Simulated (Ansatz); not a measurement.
# Cr: frozen-core PAW against all-electron methods

```
CELL_PARAMETERS angstrom
2.48530 0.01243 0.00000
-1.23189 2.14612 0.00000
0.00000 0.00000 4.45564
ATOMIC_POSITIONS crystal
Cr 0.33333 0.66667 0.25000
Cr 0.66667 0.33333 0.75000
```

Atoms are numbered in the order listed.

The cell was built from the hcp type and relaxed in the same program; it needn't be a known or the stable phase. The listed cell was then made from it by scaling, straining or moving an atom.

Methods: DFT, PBE, PAW with Ansatz's default frozen-core files, scalar-relativistic (Ansatz 0.2.0); DFT, PBE, all-electron PAW with datasets made for the crystal, scalar-relativistic (Ansatz 0.2.0); DFT, PBE, all-electron LAPW, scalar-relativistic (Ansatz 0.2.0).

For PAW: a Γ-centred 17×17×9 k mesh, Fermi–Dirac smearing of 0.05 eV, cutoff 420 eV, spin-polarised from start moments Cr1 3, Cr2 3 μB (the moments died away, and the run ended non-magnetic). The crystal-made all-electron datasets (AE datasets) take a cutoff of 340 eV at this cell. LAPW targets a basis error of 1 meV/atom. The Ansatz runs share mesh, smearing and spin set-up. Plane-wave (PAW) pressures include the program's estimate of the Pulay term.

Stress and pressure are positive in compression.

The change that made this cell: xy engineering shear strain of +1 %.

In a metal, gradients converge slowly with the k mesh: the values move by tens of per cent from one mesh to another, at times in sign, so only the comparison on one mesh counts.

```json
{"quantity": "pressure (GPa)", "PAW": "0.01", "AE datasets": "-0.05", "LAPW": "-0.06"}
{"quantity": "stress xx (GPa)", "PAW": "-0.02", "AE datasets": "-0.12", "LAPW": "-0.12"}
{"quantity": "stress yy (GPa)", "PAW": "0.04", "AE datasets": "-0.05", "LAPW": "-0.05"}
{"quantity": "stress zz (GPa)", "PAW": "0.01", "AE datasets": "0.01", "LAPW": "0.00"}
{"quantity": "stress xy (GPa)", "PAW": "1.45", "AE datasets": "1.46", "LAPW": "1.46"}
{"quantity": "force on Cr1, x (eV/Å)", "PAW": "-0.030", "AE datasets": "-0.030", "LAPW": "-0.030"}
{"quantity": "field gradient Vzz at Cr1 (10²¹ V/m²)", "PAW": "1.14", "AE datasets": "1.20", "LAPW": "–"}
```

PAW's pressure differs from the LAPW value by +0.07 GPa.
